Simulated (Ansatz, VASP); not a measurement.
One calculation of Hf, two programs

```xyz
1
Lattice="0.0000 2.2426 2.2426 2.2426 0.0000 2.2426 2.2426 2.2426 0.0000" Properties=species:S:1:pos:R:3 pbc="T T T"
Hf    0.0000    0.0000    0.0000
```

Alike in both runs: functional PBE; k mesh 16 × 16 × 16; occupations gaussian, width 0.1 eV; no spin polarisation.

Ansatz relaxed the structure, and its values are those at the end. VASP's run is a single point on that final structure, the one shown.

```csv
,VASP,Ansatz
version,VASP 6.6.1,Ansatz 0.2.0
potentials or method,"VASP PAW PBE potentials, release 64 (Hf_pv)","scalar-relativistic, plane waves, PAW"
plane-wave cutoff (eV),520,420
valence electrons in the cell,10,26
```

```csv
,VASP,Ansatz,Ansatz less VASP
gap on the k mesh at the Fermi level (eV),none,none,-
pressure (GPa),-0.4,0.0,+0.44
```

A gap of «none» marks a metal or a gap that the smearing closes. The two sets of potentials don't hold the same shells in valence.

The runs have no spin-orbit coupling, so splittings on Hf are missing.
